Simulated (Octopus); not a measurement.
SnTe under changes of volume

One of the cells (47.091 Å³/atom); the others are scaled copies at fixed shape and fractional positions:

```xyz
2
Lattice="0.0000 3.6111 3.6111 3.6111 0.0000 3.6111 3.6111 3.6111 0.0000" Properties=species:S:1:pos:R:3 pbc="T T T"
Te    1.8056    1.8056    1.8056
Sn    0.0000    0.0000    0.0000
```

Measurements of this composition are mostly on another form, of space group No. 225.

```yaml
Program: Octopus 16.4
Functional: PBEsol
Potentials_or_basis: pseudodojo_pbesol (PseudoDojo 0.4, PBEsol)
Grid_spacing: 0.134 Å
k_mesh: 7 × 7 × 7
Occupations: fermi-dirac, width 0.05 eV
Spin: no spin polarisation
```

```tsv
volume (Å³/atom)	energy over the lowest point (meV/atom)	gap on the mesh (eV)
44.265	1.57	0.13
45.207	0.00	0.19
46.149	2.04	0.24
47.091	8.52	0.29
48.033	17.47	0.33
48.974	?	?
```

Problem. What does the run at 48.974 Å³/atom give?

Solution. Energy over the lowest point 30.49 meV/atom; gap on the mesh 0.37 eV.

Worked out: A Birch-Murnaghan fit of order 3 (a polynomial in V^(-2/3)) to the other rows has its minimum at 45.11 Å³/atom with B0 = V·E''(V) = 35 GPa and B' = 6.1. It gives 29.33 meV/atom at 48.974 Å³/atom, against the run's 30.49. A straight line through the other rows of the gap, of slope 2.45 eV per unit of ln V, extrapolates to 0.38 eV, against the run's 0.37.

Energies are extrapolated to zero smearing.

Caveats: spin-orbit coupling is left out, which moves the levels of the heavy elements; an odd mesh through Γ misses points on the zone boundary, where band edges often lie.
